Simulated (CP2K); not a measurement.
Crystal: TiSe.

```
Ti Se
1.0
     3.40340    0.00000    0.00000
     0.00000    3.40340    0.00000
     0.00000    0.00000    3.40340
Ti Se
1 1
Direct
  0.00000 0.00000 0.00000
  0.50000 0.50000 0.50000
```

The cell comes from a database or a generator and needn't be the stable form of this composition.

Base run:

| Property | Result |
| --- | --- |
| Program | CP2K 2026.2 |
| Functional | PBEsol |
| Potentials or basis | POTENTIAL_UZH Ti GTH-PBE-q12, Se GTH-PBE-q6; TZVP-MOLOPT-PBE-GTH basis |
| Density cutoff | 9184 eV |
| k mesh | 8 × 8 × 8 |
| Occupations | fermi-dirac, width 0.05 eV |
| Spin | no spin polarisation |

Its results: band gap on the k mesh none (metal or under the smearing width); pressure -17.2 GPa.

Q: The run is repeated on the same cell with these changes: functional from PBEsol to LDA. What comes out?

A: Band gap on the k mesh none (metal or under the smearing width); pressure -19.1 GPa.

LDA binds more tightly than PBEsol, so the same cell stands under less pressure.

Caveats: the potentials were made for another functional, which shifts forces and pressure; the basis of atomic orbitals isn't converged, which shifts pressures, moduli and gaps.
